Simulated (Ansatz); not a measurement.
# Formation energy of BaS in the WC-type structure

Level of theory: DFT, r²SCAN, scalar-relativistic, no spin polarisation; plane waves to 500 eV with PAW datasets (Ansatz 0.2.0), 6×6×6 k-mesh, Gaussian smearing of 0.05 eV; PAW files: Ansatz's generated set soft_2.

This is a trial structure; measured cells of the compound in the Crystallography Open Database are in space group Fm-3m (rock salt).

The structure is hexagonal, space group P-6m2 (No. 187). The conventional cell has a = 4.360 Å, b = 4.360 Å, c = 3.975 Å, α = 90.00°, β = 90.00°, γ = 120.00°. Ba (site symmetry -6m2) has 6 S at 3.21 Å as nearest neighbours. S (site symmetry -6m2) is surrounded by 6 Ba at 3.21 Å. (Shells end 15 % past the nearest neighbour.)

The elements were computed in their standard states with the same datasets, cutoff and functional. Absolute energies hang on the potentials; compare differences alone.

Energy of the relaxed cell (2 atoms, smearing extrapolated to zero): -6874.844 eV. Elements, in eV/atom: Ba -5964.460, S -905.816.

Problem. What is the formation energy?

Solution. [-6874.844 − (1 × -5964.460 + 1 × -905.816)] / 2 = -2.28 eV/atom, or -220 kJ per mole of atoms.

The value is for 0 K, without zero-point energy. Uncorrected semilocal values for oxides, chalcogenides and halides often miss by tenths of an eV an atom. A negative value shows stability against the elements alone, not against other compounds or structures.

Bader charges against formal ones: Ba +1.45 (+2), S −1.45 (−2). The cations give up 73 % of the formal charge; Bader charges stay under formal ones because the anions' density reaches into the cations' basins.

Formal charges Ba²⁺, S²⁻ balance and leave closed shells on every ion, so a band insulator is expected, and the gap is 2.40 eV.

Kohn–Sham gaps of semilocal functionals lie under measured ones, often by a third or more. Spin–orbit coupling, which matters for such heavy elements, is left out.
